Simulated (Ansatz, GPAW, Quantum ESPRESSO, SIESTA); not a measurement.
# One calculation of Pb, 6 ways

```
CELL_PARAMETERS angstrom
-1.97966 1.97966 1.97966
1.97966 -1.97966 1.97966
1.97966 1.97966 -1.97966
ATOMIC_POSITIONS crystal
Pb 0.00000 0.00000 0.00000
```

This isn't the form of Pb at room conditions, which is fcc.

Alike in all runs: task band structure; functional PBEsol; k mesh 9 × 9 × 9; occupations fermi-dirac, width 0.05 eV; no spin polarisation; no spin-orbit coupling. Pressure is positive in compression and, in plane waves, holds the error of the finite cutoff, which Ansatz's Pulay term estimates and takes out.

```csv
program and potentials,plane-wave cutoff (eV),notes,pressure (GPa)
"Quantum ESPRESSO, GBRV 1.5 PBEsol",612,-,-2.15
"Quantum ESPRESSO, PseudoDojo 0.4.1 SR PBEsol standard",762,-,-1.93
"SIESTA, files PseudoDojo sr-pbesol-0.4.1-standard, DZP (energy shift 0.003 Ry; two zetas on semicore shells)",-,atomic basis,-1.60
"GPAW, PAW data sets generated for this functional",600,-,-2.22
"Ansatz, PAW datasets made for the crystal",260,-,-1.95
"Ansatz, all-electron LAPW, scalar-relativistic",-,-,-1.95
```

The pressure spans -2.22 (GPAW, PAW data sets generated for this functional) to -1.60 GPa (SIESTA, files PseudoDojo sr-pbesol-0.4.1-standard, DZP (energy shift 0.003 Ry; two zetas on semicore shells)), with all-electron results at -1.95. Rows in atomic bases carry the error of their basis and grid, which can be large.

Differences between rows come from potentials, basis sets and numerical settings, since the functional is the same but for its coding. Runs on potential files found faulty are left out.
